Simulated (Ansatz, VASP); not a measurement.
**V: programs and potentials compared**

The starting cell:

```xyz
1
Lattice="-1.5144 1.5144 1.5144 1.5144 -1.5144 1.5144 1.5144 1.5144 -1.5144" Properties=species:S:1:pos:R:3 pbc="T T T"
V     0.0000    0.0000    0.0000
```

Alike in all runs: task relaxation of cell and atoms; functional revPBE; dispersion D4; k mesh 12 × 12 × 12; occupations fermi-dirac, width 0.05 eV; collinear spin, ferromagnetic start; no spin-orbit coupling.

| program and potentials | plane-wave cutoff (eV) | notes | equilibrium volume (Å³/atom) |
| --- | --- | --- | --- |
| Ansatz, Ansatz PAW | 420 | potentials made for PBE, which Ansatz adapts in part | 13.23 |
| Ansatz, all-electron LAPW, scalar-relativistic | - | - | 13.23 |
| VASP, PBE PAW files V_sv, 600 eV | 600 | potentials made for PBE | 13.25 |

The equilibrium volume spans 13.23 (Ansatz, all-electron LAPW, scalar-relativistic) to 13.25 Å³/atom (VASP, PBE PAW files V_sv, 600 eV), with all-electron results at 13.23. Some sets were made for another functional than the one run, which can shift their rows. The state is the one that the start led to, which needn't be the lowest. Relaxations stop with a little pressure left, so the last digit of a volume isn't settled.

Differences between rows come from potentials, basis sets and numerical settings, since the functional is the same but for its coding. Runs on potential files found faulty are left out.
